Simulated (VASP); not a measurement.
# As (Pm-3m) in VASP: further runs

One crystal, As, is run at these levels: r2SCAN+rVV10, r2SCAN; tasks: relaxation of cell and atoms, relaxation of the atoms.

Program: VASP 6.6.1. These are calculated values, not measurements. Logs are shortened: lines on timing, memory, paths and dates and some standing lists are left out, and cuts for length are marked.

### Step 1. The structure

Symmetry: Pm-3m, No. 221, cubic system. Conventional cell: a = 2.704 Å, b = 2.704 Å, c = 2.704 Å, α = 90.00°, β = 90.00°, γ = 90.00°. As (site symmetry m-3m) has 6 As at 2.70 Å as nearest neighbours.

This isn't the form of As at room conditions, which is rhombohedral.

### Step 2. Relaxation of cell and atoms, r2SCAN+rVV10

Input file INCAR:

```
SYSTEM = As
  ALGO = Normal
  BPARAM = 11.95
  CPARAM = 0.0093
  EDIFF = 1E-7
  EDIFFG = -0.01
  ENCUT = 600
  IBRION = 2
  ISIF = 3
  ISMEAR = 0
  IVDW_NL = 2
  LASPH = .True.
  LCHARG = .False.
  LMIXTAU = .True.
  LREAL = .False.
  LUSE_VDW = .True.
  LWAVE = .False.
  METAGGA = R2SCAN
  NELM = 80
  NSW = 60
  PREC = Accurate
  SIGMA = 0.05
```

Input file KPOINTS:

```
k-points
0
Gamma
  10 10 10
  0 0 0
```

Input file POSCAR:

```
As
1.0
    2.7036817444      0.0000000000      0.0000000000
    0.0000000000      2.7036817444      0.0000000000
    0.0000000000      0.0000000000      2.7036817444
As
1
Direct
    0.5000000000      0.5000000000      0.5000000000
```

Potentials or basis: VASP PAW PBE potentials, release 64 (As).

Started as:

```console
cat potpaw_PBE.64/As/POTCAR > POTCAR
mpirun -np 1 vasp_std > vasp.out
```

OUTCAR:

```text
SYSTEM = As
   BPARAM = 11.95
   EDIFF = 1E-7
   EDIFFG = -0.01
   ENCUT = 600
   IBRION = 2
   ISIF = 3
   ISMEAR = 0
   IVDW_NL = 2
   LASPH = .True.
   LREAL = .False.
   METAGGA = R2SCAN
   NELM = 80
   NSW = 60
   PREC = Accurate

 ion  position               nearest neighbor table
   1  0.500  0.500  0.500-

  LATTYP: Found a simple cubic cell.
 ALAT       =     2.7036817444

  Lattice vectors:

 A1 = (   2.7036817444,   0.0000000000,   0.0000000000)
 A2 = (   0.0000000000,   2.7036817444,   0.0000000000)
 A3 = (   0.0000000000,   0.0000000000,   2.7036817444)

Analysis of symmetry for initial positions (statically):
=====================================================================
 Subroutine PRICEL returns:
 Original cell was already a primitive cell.

 Routine SETGRP: Setting up the symmetry group for a
 simple cubic supercell.

 Subroutine GETGRP returns: Found 48 space group operations
 (whereof 48 operations were pure point group operations)
 out of a pool of 48 trial point group operations.

The static configuration has the point symmetry O_h .

Analysis of symmetry for dynamics (positions and initial velocities):
=====================================================================
 Subroutine PRICEL returns:
 Original cell was already a primitive cell.

 Routine SETGRP: Setting up the symmetry group for a
 simple cubic supercell.

 Subroutine GETGRP returns: Found 48 space group operations
 (whereof 48 operations were pure point group operations)
 out of a pool of 48 trial point group operations.

The dynamic configuration has the point symmetry O_h .

 Subroutine INISYM returns: Found 48 space group operations
 (whereof 48 operations are pure point group operations),
 and found     1 'primitive' translations

----------------------------------------------------------------------------------------

                                     Primitive cell

  volume of cell :      19.7636

  direct lattice vectors                    reciprocal lattice vectors
     2.703681744  0.000000000  0.000000000     0.369866018  0.000000000  0.000000000
     0.000000000  2.703681744  0.000000000     0.000000000  0.369866018  0.000000000
     0.000000000  0.000000000  2.703681744     0.000000000  0.000000000  0.369866018

  length of vectors
     2.703681744  2.703681744  2.703681744     0.369866018  0.369866018  0.369866018

  position of ions in fractional coordinates (direct lattice)
     0.500000000  0.500000000  0.500000000

  ion indices of the primitive-cell ions
   primitive index   ion index
                 1           1

----------------------------------------------------------------------------------------

 KPOINTS: k-points

Automatic generation of k-mesh.
 Grid dimensions read from file:
 generate k-points for:   10   10   10

 Generating k-lattice:

  Cartesian coordinates                     Fractional coordinates (reciprocal lattice)
     0.036986602  0.000000000  0.000000000     0.100000000  0.000000000  0.000000000
     0.000000000  0.036986602  0.000000000     0.000000000  0.100000000  0.000000000
     0.000000000  0.000000000  0.036986602     0.000000000  0.000000000  0.100000000

  Length of vectors
     0.036986602  0.036986602  0.036986602

  Shift w.r.t. Gamma in fractional coordinates (k-lattice)
     0.000000000  0.000000000  0.000000000

 Subroutine IBZKPT returns following result:
 ===========================================

 Found     56 irreducible k-points:

 Following reciprocal coordinates:
            Coordinates               Weight
  0.000000  0.000000  0.000000      1.000000
  0.100000  0.000000  0.000000      6.000000
  0.200000  0.000000  0.000000      6.000000
  0.300000  0.000000  0.000000      6.000000
  0.400000  0.000000  0.000000      6.000000
  0.500000  0.000000  0.000000      3.000000
[... 16 lines left out ...]
  0.200000  0.100000  0.100000     24.000000
  0.300000  0.100000  0.100000     24.000000
 [... further k-points ...]
   k-points           NKPTS =     56   k-points in BZ     NKDIM =     56   number of bands    NBANDS=      6
   number of dos      NEDOS =    301   number of ions     NIONS =      1
   total plane-waves  NPLWV =  13824
   dimension x,y,z NGX =    24 NGY =   24 NGZ =   24
   dimension x,y,z NGXF=    48 NGYF=   48 NGZF=   48
   ions per type =               1
   NGX,Y,Z   is equivalent  to a cutoff of  14.76, 14.76, 14.76 a.u.
   NGXF,Y,Z  is equivalent  to a cutoff of  29.51, 29.51, 29.51 a.u.
 SYSTEM =  As
   PREC   = accura    normal or accurate (medium, high low for compatibility)
   ISTART =      0    job   : 0-new  1-cont  2-samecut
   ICHARG =      2    charge: 1-file 2-atom 10-const
   ISPIN  =      1    spin polarized calculation?
   LNONCOLLINEAR =      F non collinear calculations
   LSORBIT =      F    spin-orbit coupling
   LASPH  =      T    aspherical Exc in radial PAW
   ENCUT  =  600.0 eV  44.10 Ry    6.64 a.u.   5.40  5.40  5.40*2*pi/ulx,y,z
   NELM   =     80;   NELMIN=  2; NELMDL= -5     # of ELM steps
   EDIFF  = 0.1E-06   stopping-criterion for ELM
   LREAL  =      F    real-space projection
   EDIFFG = -.1E-01   stopping-criterion for IOM
   NSW    =     60    number of steps for IOM
   IBRION =      2    ionic relax: 0-MD 1-quasi-New 2-CG
   NFREE  =      1    steps in history (QN), initial steepest desc. (CG)
   ISIF   =      3    stress and relaxation
   ISYM   =      2    0-nonsym 1-usesym 2-fastsym
   POTIM  = 0.5000    time-step for ionic-motion
   TEBEG  =    0.0;   TEEND  =   0.0 temperature during run
   PSTRESS=    0.0 pullay stress
   NELECT =       5.0000    total number of electrons
   NUPDOWN=      -1.0000    fix difference up-down
   EMIN   =  10.00;   EMAX   =-10.00  energy-range for DOS
   EFERMI =   0.00;   METHOD = LEGACY
   ISMEAR =     0;   SIGMA  =   0.05  broadening in eV -4-tet -1-fermi 0-gaus
   EFERMI_NEDOS =   21; number of points for ismear=-14 and -15
   IALGO  =     38    algorithm
   IMIX   =      4    mixing-type and parameters
     AMIX     =   0.40;   BMIX     =  1.00
     AMIX_MAG =   1.60;   BMIX_MAG =  1.00
  volume/ion in A,a.u.               =      19.76       133.37
  Fermi-wavevector in a.u.,A,eV,Ry     =   1.035403  1.956627 14.586243  1.072059
  Thomas-Fermi vector in A             =   2.169744
   LORBIT       =      0    0 simple, 1 ext, 2 COOP (PROOUT), +10 PAW based schemes
   METAGGA = R2SCAN    functional components
   LHFCALC =     F    Hartree Fock is set to
   AEXX    =    0.0000 exact exchange contribution
   IVDW_NL    =     2    kernel type
   BPARAM     =11.9500
   IVDW    =     0    specifies the selected vdW correction
   LEPSILON=     F    determine dielectric tensor
   LRPA    =     F    only Hartree local field effects (RPA)
 conjugate gradient relaxation of ions
 non-spin polarized calculation
 Gauss-broadening in eV      SIGMA  =   0.05
  energy-cutoff  :      600.00
  volume of cell :       19.76
 maximum number of plane-waves:       691
 NGX is ok and might be reduce to    24

--------------------------------------- Ionic step        1  -------------------------------------------

 number of electron       5.0000001 magnetization

 Free energy of the ion-electron system (eV)
  ---------------------------------------------------
  ext. energy  EPLUGINS =         0.00000000
  ---------------------------------------------------
  free energy    TOTEN  =       -14.49251100 eV

  energy without entropy =      -14.49187460  energy(sigma->0) =      -14.49219280

------------------------ aborting loop because EDIFF is reached ----------------------------------------

  FORCE on cell =-STRESS in cart. coord.  units (eV):
  Direction    XX          YY          ZZ          XY          YZ          ZX
  --------------------------------------------------------------------------------------
  -------------------------------------------------------------------------------------
  Total       -0.1144159     -0.1144159     -0.1144159     -0.0000000      0.0000000     -0.0000000
  in kB       -9.2753498     -9.2753498     -9.2753498     -0.0000000      0.0000000     -0.0000000
  external PRESSURE =      -9.2753498 kB  Pullay stress =       0.0000000 kB

 VOLUME and BASIS-vectors are now :
 -----------------------------------------------------------------------------
  energy-cutoff  :      600.00
  volume of cell :       19.76
      direct lattice vectors                 reciprocal lattice vectors
     2.703681744  0.000000000  0.000000000     0.369866018  0.000000000  0.000000000
     0.000000000  2.703681744  0.000000000     0.000000000  0.369866018  0.000000000
     0.000000000  0.000000000  2.703681744     0.000000000  0.000000000  0.369866018
[... 36 lines left out ...]
 POSITION                                       TOTAL-FORCE (eV/Angst)
 -----------------------------------------------------------------------------------
      1.34438      1.34438      1.34438         0.000000      0.000000      0.000000
 -----------------------------------------------------------------------------------
    total drift:                                0.000000     -0.000000     -0.000000

  FREE ENERGIE OF THE ION-ELECTRON SYSTEM (eV)
  ---------------------------------------------------
  free  energy   TOTEN  =       -14.4928669123 eV

  energy  without entropy=      -14.4923212255  energy(sigma->0) =      -14.49259407

--------------------------------------- Ionic step        3  -------------------------------------------

 number of electron       5.0000001 magnetization

 Free energy of the ion-electron system (eV)
  ---------------------------------------------------
  ext. energy  EPLUGINS =         0.00000000
  ---------------------------------------------------
  free energy    TOTEN  =       -14.49310512 eV

  energy without entropy =      -14.49252682  energy(sigma->0) =      -14.49281597

 E-fermi :   5.9421     XC(G=0): -10.9917

 val. band max:        5.6604895866   @ k =   0.5000   0.3000   0.3000
 cond. band min:       5.9477967661   @ k =   0.2000   0.2000   0.2000
 fundamental gap:      0.2873071795
 Fermi energy:         5.9421052244

 k-point     1 :       0.0000    0.0000    0.0000
  band No.  band energies     occupation
      1      -9.8742      2.00000
      2      10.3045      0.00000
      3      10.3045      0.00000
      4      10.3045      0.00000
      5      14.8113      0.00000
      6      14.8113      0.00000

 k-point     2 :       0.1000    0.0000    0.0000
  band No.  band energies     occupation
      1      -9.6789      2.00000
      2       8.1429      0.00000
      3      10.4776      0.00000
      4      10.4776      0.00000
      5      14.9823      0.00000
      6      16.2791      0.00000
[... 181 lines left out ...]
 k-point    23 :       0.2000    0.1000    0.1000
  band No.  band energies     occupation
      1      -8.7128      2.00000
      2       5.2429      2.00000
      3       8.7821      0.00000
      4       9.3582      0.00000
      5      18.3860      0.00000
      6      19.3570      0.00000

 k-point    24 :       0.3000    0.1000    0.1000
  band No.  band energies     occupation
      1      -7.8035      2.00000
      2       2.2936      2.00000
      3       9.5237      0.00000
      4      10.1592      0.00000
      5      19.1112      0.00000
      6      19.3192      0.00000

 [... further k-points ...]
[... 5 lines left out ...]
  --------------------------------------------------------------------------------------
  -------------------------------------------------------------------------------------
  Total        0.0013639      0.0013639      0.0013639      0.0000000     -0.0000000      0.0000000
  in kB        0.1117020      0.1117020      0.1117020      0.0000000     -0.0000000      0.0000000
  external PRESSURE =       0.1117020 kB  Pullay stress =       0.0000000 kB

 VOLUME and BASIS-vectors are now :
 -----------------------------------------------------------------------------
  energy-cutoff  :      600.00
  volume of cell :       19.56
      direct lattice vectors                 reciprocal lattice vectors
     2.694464585 -0.000000000 -0.000000000     0.371131247  0.000000000 -0.000000000
    -0.000000000  2.694464585 -0.000000000     0.000000000  0.371131247 -0.000000000
     0.000000000  0.000000000  2.694464585     0.000000000  0.000000000  0.371131247

 POSITION                                       TOTAL-FORCE (eV/Angst)
 -----------------------------------------------------------------------------------
      1.34723      1.34723      1.34723         0.000000      0.000000      0.000000
 -----------------------------------------------------------------------------------
    total drift:                                0.000000     -0.000000     -0.000000

  FREE ENERGIE OF THE ION-ELECTRON SYSTEM (eV)
  ---------------------------------------------------
  free  energy   TOTEN  =       -14.4931051193 eV

  energy  without entropy=      -14.4925268245  energy(sigma->0) =      -14.49281597

 reached required accuracy - stopping structural energy minimisation
```

It took 80 s on 1 thread of Intel Xeon Platinum 8488C (Sapphire Rapids), shared host; peak memory 0.22 GiB.

Results:

```yaml
Free_energy: -14.4931 eV
Relaxed_volume: 19.56 Å³/atom
Relaxed_cell: a = 2.694 Å, b = 2.694 Å, c = 2.694 Å, α = 90.00°, β = 90.00°, γ = 90.00°
Space_group_after_relaxing_to_0.05_Å: Pm-3m (No. 221)
Energy_gained_by_relaxing: 0.6 meV/atom
Ionic_steps: 3
Pressure_after_relaxing: 0.0 GPa
Band_gap_on_the_k_mesh: none (metal or under the smearing width)
```

Step by step:
| step | energy change (eV) | largest force (eV/Å) | pressure (GPa) | volume (Å³) |
| --- | --- | --- | --- | --- |
| 1 | 0.0000 | 0.0000 | -0.93 | 19.76 |
| 2 | -0.0004 | 0.0000 | 0.62 | 19.44 |
| 3 | -0.0006 | 0.0000 | 0.01 | 19.56 |

Final structure:
```xyz
1
Lattice="2.6945 0.0000 0.0000 0.0000 2.6945 0.0000 0.0000 0.0000 2.6945" Properties=species:S:1:pos:R:3 pbc="T T T"
As    1.3472    1.3472    1.3472
```

Caveat: the PAW data sets were made with another functional, which shifts forces and pressure a little.

(Continued in part 2 of 2.)
